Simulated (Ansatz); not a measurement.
The system is PbF2 (Fluorocronite).

```xyz
3
Lattice="0.0000 2.9637 2.9637 2.9637 0.0000 2.9637 2.9637 2.9637 0.0000" Properties=species:S:1:pos:R:3 pbc="T T T"
Pb    0.0000    0.0000    0.0000
F     4.4455    4.4455    4.4455
F     1.4818    1.4818    1.4818
```

Program: Ansatz 0.2.0. Alike in all runs: potentials or basis Ansatz PAW; cell as given; cutoff (eV) 420.

Question: Order these runs on this cell by their band gap on the k mesh, lowest first.
A. level LDA; spin off; k mesh 8 × 8 × 8; smearing fermi-dirac 0.05 eV; points for each segment of the path 14
B. level LDA; spin SOC, no magnetisation; k mesh 6 × 6 × 6; smearing fermi-dirac 0.05 eV; points for each segment of the path 14
C. level PBE; spin off; k mesh 8 × 8 × 8; smearing gaussian 0.028 eV

Answer: B (3.91 eV), A (4.26 eV), C (4.42 eV).

Caveats: spin-orbit coupling is left out, which as a rule narrows the gap of such compounds by several tenths of an eV (some runs).

A k mesh can miss the band edges.
